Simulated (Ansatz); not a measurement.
Density of states of PtSe$_{2}$ (P-3m1, a = 3.761 Å, b = 3.761 Å, c = 4.863 Å, α = 90.00°, β = 90.00°, γ = 120.00°), in states per eV and primitive cell, averaged over bins of 0.5 eV. Level of theory: DFT PBEsol, scalar-relativistic, plane waves, PAW (Ansatz 0.2.0).

Cutoff 420 eV; k points 12×12×8 on the computed 3-atom cell (Γ-centred); Gaussian smearing, width 0.10 eV; no spin polarisation.

The cell is relaxed at this level. The states (both spins) are summed by tetrahedra on a 18×18×12 mesh at the self-consistent density. Energies are bin centres; the table starts no lower than −8 eV and ends at 6 eV, or lower where the solved bands end.

It is a metal at this level.

| E − E_F (eV) | total | Se 4p | Pt 5d | Pt 6s | Se 4s |
| --- | --- | --- | --- | --- | --- |
| -7.40 | 0.66 | 0.39 | 0.14 | 0.10 | 0.01 |
| -6.90 | 2.41 | 1.42 | 0.67 | 0.25 | 0.06 |
| -6.40 | 2.83 | 1.54 | 1.15 | 0.08 | 0.04 |
| -5.90 | 3.96 | 1.72 | 2.06 | 0.08 | 0.07 |
| -5.40 | 2.28 | 1.04 | 1.01 | 0.09 | 0.12 |
| -4.90 | 2.14 | 0.87 | 1.10 | 0.07 | 0.07 |
| -4.40 | 4.17 | 1.36 | 2.56 | 0.07 | 0.13 |
| -3.90 | 1.64 | 0.47 | 1.11 | 0.01 | 0.02 |
| -3.40 | 4.61 | 0.88 | 3.44 | 0.17 | 0.08 |
| -2.90 | 2.37 | 1.10 | 1.11 | 0.06 | 0.06 |
| -2.40 | 2.64 | 1.43 | 1.10 | 0.02 | 0.04 |
| -1.90 | 2.74 | 1.73 | 0.88 | 0.02 | 0.05 |
| -1.40 | 2.05 | 1.52 | 0.41 | 0.01 | 0.04 |
| -0.90 | 0.81 | 0.61 | 0.15 | 0.01 | 0.02 |
| -0.40 | 0.55 | 0.43 | 0.08 | 0.01 | 0.02 |
| 0.10 | 0.89 | 0.51 | 0.30 | 0.00 | 0.05 |
| 0.60 | 1.64 | 0.96 | 0.54 | 0.02 | 0.07 |
| 1.10 | 1.91 | 1.24 | 0.54 | 0.02 | 0.05 |
| 1.60 | 2.33 | 1.59 | 0.58 | 0.03 | 0.03 |
| 2.10 | 1.37 | 0.99 | 0.34 | 0.00 | 0.01 |
| 2.60 | 0.01 | 0.01 | 0.00 | 0.00 | 0.00 |
| 3.10 | 0.00 | 0.00 | 0.00 | 0.00 | 0.00 |
| 3.60 | 0.03 | 0.00 | 0.00 | 0.00 | 0.00 |
| 4.10 | 0.59 | 0.13 | 0.01 | 0.20 | 0.02 |
| 4.60 | 1.82 | 0.43 | 0.04 | 0.55 | 0.04 |
| 5.10 | 1.67 | 0.33 | 0.02 | 0.44 | 0.05 |
| 5.60 | 1.43 | 0.21 | 0.02 | 0.31 | 0.04 |

The columns after the total are the Löwdin projections on the occupied valence shells of the potentials. The rest of the total lies in shells that are empty in the free atom, which aren't projected, and between the atoms.

Spin-orbit coupling is left out, which matters for the bands of heavy elements.

Cost: 1 run of about 1.9 core-minutes, on Intel Xeon Platinum 8259CL (Skylake/Cascade Lake) (shared hosts).